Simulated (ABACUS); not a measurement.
RbCl:

```
Rb Cl
1.0
     0.00000    3.27400    3.27400
     3.27400    0.00000    3.27400
     3.27400    3.27400    0.00000
Rb Cl
1 1
Direct
  0.00000 0.00000 0.00000
  0.50000 0.50000 0.50000
```

| Property | Result |
| --- | --- |
| Program | ABACUS 3.10.1 |
| Task | relaxation of cell and atoms |
| Functional | revPBE |
| Potentials or basis | GBRV ultrasoft 1.5 PBE |
| Cutoff | 544 eV |
| Density cutoff | 4354 eV |
| Basis | plane waves |
| k mesh | 6 × 6 × 6 |
| Occupations | fermi-dirac, width 0.05 eV |
| Spin | no spin polarisation |

At the start: pressure 2.3 GPa; volume 35.09 Å³/atom.

Question: How do energy, volume and symmetry change on relaxing?

Answer: Over 4 steps the energy falls by 34.5 meV/atom and the volume is 40.58 Å³/atom (+15.6 %); space group Fm-3m (No. 225, to 0.05 Å).

Step by step:
| step | energy change (eV) | largest force (eV/Å) | pressure (GPa) | volume (Å³) |
| --- | --- | --- | --- | --- |
| 1 | 0.0000 | 0.0000 | 2.30 | 70.19 |
| 2 | -0.0540 | 0.0000 | 0.92 | 75.70 |
| 3 | -0.0684 | 0.0000 | 0.15 | 80.17 |
| 4 | -0.0689 | 0.0000 | 0.01 | 81.16 |

Final structure:
```xyz
2
Lattice="0.0000 3.4364 3.4364 3.4364 0.0000 3.4364 3.4364 3.4364 0.0000" Properties=species:S:1:pos:R:3 pbc="T T T"
Rb    0.0000    0.0000    0.0000
Cl    3.4364    3.4364    3.4364
```

Caveat: the volume moved by over 15 % at a fixed basis, so the end points are rough; the potentials were made for another functional, which shifts forces and pressure; the volume moved by +16 % from the deposited cell, more than functionals usually miss.
